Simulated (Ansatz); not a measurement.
# C: a trial structure relaxed, part 2 of 2

Aim: relax a trial structure of C and see where it ends.

Ansatz 0.2.0; DFT PBE, scalar-relativistic, plane waves, PAW. The steps go on from the part before.

**4. Full relaxation**

The end of the coarse run is made exact in the group found at a tolerance of 0.06 Å and reduced to its primitive cell.

File input.yaml:

```yaml
crystal:
  lattice:
    - [1.2579126311, 0.7262561962, 6.2425068065]
    - [-1.2579126311, 0.7262561962, 6.2425068065]
    - [0.0, -1.4525123924, 6.2425068065]
  atoms:
    - { symbol: C, position: [0.2356637684, 0.2356637684, 0.2356637684] }
    - { symbol: C, position: [0.4587796086, 0.4587796086, 0.4587796086] }
    - { symbol: C, position: [0.6806402137, 0.6806402137, 0.6806402137] }
    - { symbol: C, position: [0.3193597863, 0.3193597863, 0.3193597863] }
    - { symbol: C, position: [0.7643362316, 0.7643362316, 0.7643362316] }
    - { symbol: C, position: [0.5412203914, 0.5412203914, 0.5412203914] }
basis:
  ecutwfc: 420
kpoints:
  mp_grid: { grid: [12, 12, 12] }
hamiltonian:
  xc: pbe
scf:
  occupations: { method: gaussian, width: 0.02 }
output:
  forces: true
  stress: true
  eigenvalues: true
  write_density: true
  write_potential: true
  elf: true
  volumetric_format: npy
relax:
  adjacent_minimum: "off"
  f_tol: 0.01
  max_steps: 80
  cell: { stress_tol: 0.05 }
```

Started as:

```bash
$ ansatz run input.yaml --threads 1 --pin off --max-ram 2560MiB --backend cpu --events-out ev --progress --plain --runs-dir out
```

What it wrote:

```text
Warning: RAYON_NUM_THREADS=1 ignored (pool sized by the plan → 1); use --threads N
basis.fft_grid_basis auto: the FFT boxes are laid along the combinations [[1, -1, 0], [0, 1, 0], [0, -1, 1]] of the cell's own vectors, 2.516, 6.409 and 2.516 Å long. The dense box has 18×45×18 points. Along the cell's own vectors, as sized, it would have 45×45×45, 6.25 times as many. Of the 12 symmetry operations that the crystal satisfies within crystal.symmetry.tolerance (time reversal apart; of a slab, those that keep its plane) the dense box along the cell's own vectors carries 12, and the one as laid loses 8 of those. basis.fft_grid_basis: typed keeps the cell's own vectors: state it where this run's energies or levels are differenced outside the engine with another run's, or held beside a run that keeps those vectors. Those combinations have planes normal to reciprocal vector 3, as the cell's own vectors have. Each planar average written beside output.write_density, output.write_potential has a row for each plane of the box: 18. The volumetric files lie along those combinations, not along the cell's own vectors: a cube or XSF file states them, and fields.json those of NumPy files.
Engine: ansatz 0.2.0, x86_64-unknown-linux-gnu
Pseudopotentials: kind: paw
Pseudopotential: C, paw, valence charge 4, recommended cutoff 420 eV (normal), C.paw.azcp
Functional definition: PBE
  parameter kappa = 0.804
  parameter beta = 0.06672455060314922
  exchange = pbe_x(kappa = kappa, mu = beta*pi^2/3)
  correlation = pbe_c(beta = beta)
Crystal: 6 atoms, lattice volume = 34.218 Å³
Basis set: ecut = 420 eV, 675 PW (Γ), FFT grids on a1−a2, a2, −a2+a3, exchange–correlation on 36×90×36 points (8 copies of the dense FFT grid, shifted against one another)
Bands: 18, of which v1, the nominal top of the filled ones, is band 12 counted from 1 (11 counted from 0)
Symmetry: 12 space group operations
Space group: R-3m (ITA 166), of the structure as read, at distance tolerance 3.2e-5 Å
k-points: 189 of 1728
Non-local potential: C, projectors of the file, l = 0: 2, l = 1: 2, l = 2: 1
PAW form: soft (Blöchl's): semilocal exchange-correlation on the pseudo side does not see the compensation charge
PAW one-centre angular grid: C, 110 points (default); XC on 64 Gauss nodes
Initial density: superposition of atomic densities (neutral atoms: chi_scale 0, normalization atom), corrected by the library's trained network
Initial wavefunctions: pseudopotential atomic-orbital guess
Functional: x = pbe(κ = 0.804, μ = 0.2195149727645171), c = pbe(β = 0.06672455060314922)
SCF iter   1: F=—  HF=-1504.761234 eV  |F-HF|=—  |Δ(HF+E_count)|=         —  Δρ=3.49e-3  dr2=2.48e-3  ethr=1.77e-3  ⟨swp⟩=6.0  Hψ=17582  notcnv=0
preconditioner: auto → none  [insulator: Δε(μ)=4.496 eV  Ē_g=16.928 eV  σ=0.020 eV  W_gap=1.00  n_scr=4 (ndim 8)  ℏωp=31.1 eV  f_vac=0.000  D(μ)=0.00/eV (n_scr^D=0)  ε∞_Penn≈4.4]
SCF iter   2: F=—  HF=-1504.760554 eV  |F-HF|=—  |Δ(HF+E_count)|=   6.80e-4  Δρ=1.56e-3  dr2=2.97e-4  ethr=1.03e-5  ⟨swp⟩=2.4  Hψ=7686  notcnv=0  defer=265
SCF iter   3: F=—  HF=-1504.760661 eV  |F-HF|=—  |Δ(HF+E_count)|=   1.07e-4  Δρ=4.09e-4  dr2=2.16e-5  ethr=1.24e-6  ⟨swp⟩=2.6  Hψ=5307  notcnv=0  defer=265
SCF iter   4: F=—  HF=-1504.760669 eV  |F-HF|=—  |Δ(HF+E_count)|=   8.61e-6  Δρ=7.85e-5  dr2=6.02e-7  ethr=8.99e-8  ⟨swp⟩=2.6  Hψ=5176  notcnv=0  defer=265
iter 5 did not close the SCF: its close was put off for the readings that it lacked (scf_convergence_deferred on its scf_iter line)
SCF iter   5: F=-1504.760670 eV  HF=-1504.760670 eV  |F-HF|=3.78e-9  |Δ(HF+E_count)|=   7.90e-7  Δρ=4.33e-6  dr2=3.23e-9  ethr=2.51e-9  ⟨swp⟩=2.3  Hψ=5056  notcnv=0  defer=265
SCF iter   6: F=-1504.760670 eV  HF=-1504.760670 eV  |F-HF|=4.05e-11  |Δ(HF+E_count)|=   4.49e-9  Δρ=8.13e-7  dr2=1.37e-10  ethr=1.35e-11  ⟨swp⟩=8.9  Hψ=19823  notcnv=0
SCF 1 converged in 6 iterations: F = -1504.760670 eV  dr2 = 1.37e-10
relax step   1: F+E_penalty+E_count = -1504.76066995 eV  Δ(F+E_penalty+E_count) = +0.000e0 eV  max|allowed force component| = 6.098e-4 eV/Å  Δτ_max = 0.0000 Å  P = +0.022 GPa  Ω = 34.218 Å³  (6 SCF iters, dr2 threshold 1.00e-7 eV, accepted)
Initial density: handed on by an earlier stage of this run
Initial wavefunctions: pseudopotential atomic-orbital guess (no wavefunctions were taken with the density)
iter 1 solved again at ethr=1.18e-8 eV; its pass at ethr=3.10e-3 eV (dr2=2.83e-6 eV) is discarded
SCF iter   1: F=—  HF=-1504.760676 eV  |F-HF|=—  |Δ(HF+E_count)|=         —  Δρ=1.34e-6  dr2=2.46e-10  ethr=1.18e-8  ⟨swp⟩=3.9  Hψ=27834  notcnv=0
preconditioner: auto → none  [insulator: Δε(μ)=4.491 eV  Ē_g=16.927 eV  σ=0.020 eV  W_gap=1.00  n_scr=4 (ndim 8)  ℏωp=31.1 eV  f_vac=0.000  D(μ)=0.00/eV (n_scr^D=0)  ε∞_Penn≈4.4]
SCF iter   2: F=—  HF=-1504.760670 eV  |F-HF|=—  |Δ(HF+E_count)|=   6.23e-6  Δρ=6.13e-7  dr2=5.48e-11  ethr=1.02e-12  ⟨swp⟩=3.1  Hψ=7941  notcnv=0
iter 3 did not close the SCF: its close was put off for the readings that it lacked (scf_convergence_deferred on its scf_iter line)
SCF iter   3: F=-1504.760670 eV  HF=-1504.760670 eV  |F-HF|=5.23e-11  |Δ(HF+E_count)|=  8.78e-11  Δρ=3.64e-7  dr2=1.61e-11  ethr=1.00e-12  ⟨swp⟩=1.0  Hψ=3402  notcnv=0
iter 4 did not close the SCF: its close was put off for the readings that it lacked (scf_convergence_deferred on its scf_iter line)
SCF iter   4: F=-1504.760670 eV  HF=-1504.760670 eV  |F-HF|=9.09e-13  |Δ(HF+E_count)|=  5.82e-11  Δρ=5.04e-8  dr2=1.04e-12  ethr=1.00e-12  ⟨swp⟩=1.0  Hψ=3402  notcnv=0
iter 5 did not close the SCF: its close was put off for the readings that it lacked (scf_convergence_deferred on its scf_iter line)
SCF iter   5: F=-1504.760670 eV  HF=-1504.760670 eV  |F-HF|=2.27e-13  |Δ(HF+E_count)|=  6.82e-13  Δρ=1.66e-8  dr2=5.39e-14  ethr=1.00e-12  ⟨swp⟩=1.0  Hψ=3402  notcnv=0
iter 6 did not close the SCF: its close was put off for the readings that it lacked (scf_convergence_deferred on its scf_iter line)
SCF iter   6: F=-1504.760670 eV  HF=-1504.760670 eV  |F-HF|=0.00e0  |Δ(HF+E_count)|=  2.27e-13  Δρ=7.06e-9  dr2=5.61e-15  ethr=1.00e-12  ⟨swp⟩=1.0  Hψ=3402  notcnv=0
SCF iter   7: F=-1504.760670 eV  HF=-1504.760670 eV  |F-HF|=0.00e0  |Δ(HF+E_count)|=    0.00e0  Δρ=3.46e-9  dr2=1.73e-15  ethr=1.00e-12  ⟨swp⟩=2.4  Hψ=9995  notcnv=0
SCF 2 converged in 7 iterations: F = -1504.760670 eV  dr2 = 1.73e-15
relax step   2: F+E_penalty+E_count = -1504.76066995 eV  Δ(F+E_penalty+E_count) = -5.571e-11 eV  max|allowed force component| = 6.092e-4 eV/Å  Δτ_max = 0.0000 Å  P = +0.022 GPa  Ω = 34.218 Å³  stress off target by 2.45e-2 GPa  SCF on the basis re-selected at this cell (its energy is not comparable with the rows above)  (7 SCF iters)
basis re-selected at this cell: Δ(F+E_penalty+E_count) = -5.571e-11 eV, ΔP = -0.000 GPa vs the last step (what re-selecting the basis moved, of the pressure what is left beyond the Pulay correction that the steps carried, after the strain that the cell walked since its last selection, with what the two solves' SCF thresholds leave and, on support functions, any second-order correction that the steps lacked; it is no measure of the basis error at this ecutwfc). This SCF's stress stands 2.45e-2 GPa from its target on what of the cell is left free (relax.cell.stress_tol is 5.00e-2 GPa) and its largest allowed force component is 6.09e-4 eV/Å (relax.f_tol is 1.00e-2 eV/Å): within both
SCF converged after 7 iterations
Free energy (F): -1504.760670 eV
Harris-Foulkes:  -1504.760670 eV  (|F-HF|=0.00e0)
Internal energy: -1504.760670 eV  (E = F + TS)
E sigma→0 (E₀):  -1504.760670 eV
Fermi energy:    15.645684 eV
--- Per-component energies (eV) ---
  E_band       = 102.530155
  E_kinetic    = 552.497827
  E_local      = -370.308516  (includes V_loc(G=0)·N_el)
  E_nonlocal   = 159.836572
  E_hartree    = 81.444102
  E_xc         = -292.049208
  E_vxc        = -362.552501  (∫ρ·V_xc dr)
  E_paw        = -595.214451  (= ΣΔE_a)
  E_vpaw       = -39.831485  (= ΣTr[D̂ρ^β])
  E_aug_tail   = 0.000054  (compensation charges beyond the density's cutoff)
  E_ewald      = -1040.967050
  E_smearing   = -0.000000  (= −TS)
  E_closure    = 0.000000  (closes the sum)
  Σ components = -1504.760670   (vs F -1504.760670, Δ=0.00e0)
--- Forces (eV/Å), atoms counted from 1 ---
  atom   1  C      0.00000000    -0.00000000    -0.00055011
  atom   2  C      0.00000000    -0.00000000    -0.00060922
  atom   3  C      0.00000000     0.00000000     0.00046786
  atom   4  C      0.00000000    -0.00000000    -0.00046786
  atom   5  C      0.00000000     0.00000000     0.00055011
  atom   6  C      0.00000000     0.00000000     0.00060922
  max |Σ_I F_I| component: 9.25e-18 eV/Å
--- Stress (GPa, compression-positive) ---
        0.020574       0.000000       0.000000
        0.000000       0.020574       0.000000
        0.000000       0.000000       0.024501
  P = ⅓ Tr σ = 0.0219 GPa (0.219 kbar)
--- Band table (eV; the first three rows and the last of 189) ---
  k-point 0: bands = ["-8.2052", "-5.2789", "-5.2224", "3.7513", "3.8244", "10.9463", "10.9463", "10.9921", "10.9921", "13.0931", "13.4000", "13.4000", "18.5795", "18.5795", "18.8239", "21.2840", "21.3815", "21.3815"]
  k-point 1: bands = ["-8.0315", "-5.2440", "-4.9227", "3.6223", "4.2080", "9.9257", "10.3901", "10.5228", "10.7364", "12.5852", "12.8577", "13.1028", "18.7428", "19.0073", "19.1403", "21.0637", "21.8218", "21.9177"]
  k-point 2: bands = ["-7.5123", "-4.8983", "-4.2700", "3.7157", "4.8198", "7.8354", "8.7012", "9.6978", "9.9948", "10.7577", "12.1859", "12.4012", "18.8190", "19.6501", "19.9754", "20.4786", "22.4923", "23.0938"]
  k-point 188: bands = ["-7.4919", "-7.4145", "-2.5952", "-0.1165", "9.3583", "9.3787", "10.4252", "10.4252", "12.3105", "12.3105", "12.4210", "12.4210", "19.6150", "19.6150", "20.0246", "20.0246", "20.3823", "20.6263"]
--- Relaxed structure (1 steps of the walk, 1 accepted, 1 SCFs on fresh bases) ---
  F+E_penalty+E_count = -1504.76066995 eV   max|allowed force component| = 6.092e-4 eV/Å   (the final SCF, on the basis selected at the relaxed cell)
  cell:  # Å, volume = 34.2177 Å³
    - [1.2579126311150548, 0.7262561961913081, 6.2425068065]
    - [-1.2579126311150548, 0.7262561961913081, 6.2425068065]
    - [0.0, -1.4525123923826162, 6.2425068065]
  atoms:
    - { symbol: C, position: [0.23566376840000003, 0.23566376840000003, 0.23566376840000003] }
    - { symbol: C, position: [0.45877960860000006, 0.45877960860000006, 0.45877960860000006] }
    - { symbol: C, position: [0.6806402137, 0.6806402137, 0.6806402137] }
    - { symbol: C, position: [0.31935978630000006, 0.31935978630000006, 0.31935978630000006] }
    - { symbol: C, position: [0.7643362316000001, 0.7643362316000001, 0.7643362316000001] }
    - { symbol: C, position: [0.5412203914, 0.5412203914, 0.5412203914] }
```

Wall time 38 s (1 thread of Intel Xeon at 2.50GHz (Skylake/Cascade Lake), shared host); peak memory 0.41 GiB.

Step by step:

| step | E - E(step 1) (eV/cell) | largest force component (eV/Å) | pressure (GPa) | volume (Å³) |
| --- | --- | --- | --- | --- |
| 1 | 0.0000 | 0.0006 | 0.02 | 34.22 |
| 2 | 0.0000 | 0.0006 | 0.02 | 34.22 |

Step 1 is the start. Step 2 repeats the geometry before it on a plane-wave basis chosen anew for that cell, so its energy need not be comparable with the rows above.

Lengths and angles in the start's conventional setting:

|  | before | after | change |
| --- | --- | --- | --- |
| a (Å) | 2.516 | 2.516 | 0.0 % |
| b (Å) | 2.516 | 2.516 | 0.0 % |
| c (Å) | 18.728 | 18.728 | 0.0 % |
| volume (Å³/atom) | 5.70 | 5.70 | 0.0 % |
| shortest distance (Å) | 1.543 | 1.543 | 0.0 % |
| space group (0.01 Å) | R-3m | R-3m | same |

The run keeps the 12 symmetry operations of the start, so it could not have lowered the symmetry.

Axes a, b and c in the maps are those of this run's conventional cell (a, b, c = 2.516, 2.516, 18.728 Å).

Density in a lattice plane of the grid's cell (edges 2.52 and 18.73 Å, at 0.000 of the third edge), which holds C.

Values in e/Å³, 12 rows by 6 columns:
```
0.10 0.20 0.55 0.86 0.55 0.20
0.12 0.16 0.30 0.42 0.30 0.16
1.87 1.34 0.55 0.32 0.55 1.34
1.71 1.60 0.95 0.73 0.95 1.60
0.55 0.53 0.55 0.57 0.55 0.53
1.62 0.95 0.30 0.14 0.30 0.95
0.55 0.53 0.55 0.57 0.55 0.53
1.71 1.60 0.95 0.73 0.95 1.60
1.87 1.34 0.55 0.32 0.55 1.34
0.12 0.16 0.30 0.42 0.30 0.16
0.10 0.20 0.55 0.86 0.55 0.20
0.15 0.30 0.95 1.63 0.95 0.30
```
Columns run along the first of these edges and rows up along the second, over one cell in 6 and 12 even steps from the bottom left corner. Atoms in the plane (fractional): C at (0.00, 0.24), C at (0.00, 0.46), C at (0.00, 0.68), C at (0.00, 0.32), C at (0.00, 0.76), C at (0.00, 0.54).

ELF in the same plane.

Ten even steps from '0' (0.02) to '9' (0.94):
```
002420
027972
003530
566566
255255
564146
477577
012421
068586
982028
068586
012421
477577
564146
255255
566566
003530
027972
002420
028982
```
Columns run along the first of these edges and rows up along the second, over one cell in 6 and 20 even steps from the bottom left corner. Atoms in the plane (fractional): C at (0.00, 0.24), C at (0.00, 0.46), C at (0.00, 0.68), C at (0.00, 0.32), C at (0.00, 0.76), C at (0.00, 0.54).

Both are smooth fields of the valence electrons: close to the nuclei they are not physical.

Maxima of ELF outside the ion cores: 0.94 on the C–C line, 0.8 Å from C.

**5. Results**

This closing draws on all 2 parts. Changes of volume or cell count from the first structure of part 1.

| quantity | value |
| --- | --- |
| symmetry at the end (tolerance 0.02 Å) | space group R-3m (No. 166) |
| conventional cell | a = 2.516 Å, b = 2.516 Å, c = 18.728 Å, α = 90.00°, β = 90.00°, γ = 120.00° |
| volume | 5.70 Å³/atom |
| energy over the standard state | +0.15 eV/atom |
| gap on the mesh | 4.49 eV |

What this shows: The space group R-3m (No. 166) is kept, and the volume per atom grows by 5.5 % from the first guess. It lies above the element's standard state, so it is metastable at best. No finished test with a distortion of lower symmetry is shown, so the end may be a saddle point.
